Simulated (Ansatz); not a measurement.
SnTe:

```
Te Sn
1.0
     0.00000    3.61115    3.61115
     3.61115    0.00000    3.61115
     3.61115    3.61115    0.00000
Te Sn
1 1
Direct
  0.25000 0.25000 0.25000
  0.00000 0.00000 0.00000
```

Measurements of this composition are mostly on another form, of space group No. 225.

Base run:

```yaml
Program: Ansatz 0.2.0
Functional: PBE0
Potentials_or_basis: Ansatz PAW
Cutoff: 420 eV
Density_cutoff: 1680 eV
k_mesh: 4 × 4 × 4
Occupations: fermi-dirac, width 0.05 eV
Spin: no spin polarisation
```

Its results: band gap on the k mesh 0.96 eV, indirect (least direct gap 1.78 eV).

Problem. The run is repeated on the same cell with these changes: functional from PBE0 to PBEsol. What comes out?

Solution. Band gap on the k mesh none (metal or under the smearing width).

PBE0 gives the wider gap, since exact exchange removes part of the self-interaction.

Caveats: some runs use coarse meshes; spin-orbit coupling is left out, which moves the levels of the heavy elements (some runs); the density of states is complete only up to the lowest level of the last band computed (some runs).

Not every run made on this cell is shown here.
